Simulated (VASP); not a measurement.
# MgS (Niningerite): single point with PBE

The system is MgS (Niningerite).

```
S Mg
1.0
     0.00000    2.60165    2.60165
     2.60165    0.00000    2.60165
     2.60165    2.60165    0.00000
S Mg
1 1
Direct
  0.50000 0.50000 0.50000
  0.00000 0.00000 0.00000
```

```json
{
 "Program": "VASP 6.6.1",
 "Task": "single point",
 "Functional": "PBE",
 "Potentials or basis": "VASP PAW PBE potentials, release 64 (S_GW, Mg_GW)",
 "Cutoff": "550 eV",
 "k mesh": "9 × 9 × 9",
 "Occupations": "gaussian, width 0.02 eV",
 "Spin": "no spin polarisation"
}
```

| Quantity | Value |
| --- | --- |
| Pressure | 0.9 GPa |
| Band gap on the k mesh | 2.90 eV, indirect (least direct gap 3.71 eV) |

Levels at points of the mesh, in eV from the valence-band top:
```csv
k point,band 1,band 2,band 3,band 4,band 5,band 6,band 7,band 8
"(0.00, 0.00, 0.00)",-12.67,0.00,0.00,0.00,3.71,7.92,7.92,7.92
```

It took 12 s on 1 thread of Intel(R) Xeon(R) Platinum 8488C (Sapphire Rapids) (shared host), peak memory 0.16 GiB.

Caveat: an odd mesh through Γ misses points on the zone boundary, where band edges often lie. A hybrid or GW would open this gap; PBE tends to underestimate it.
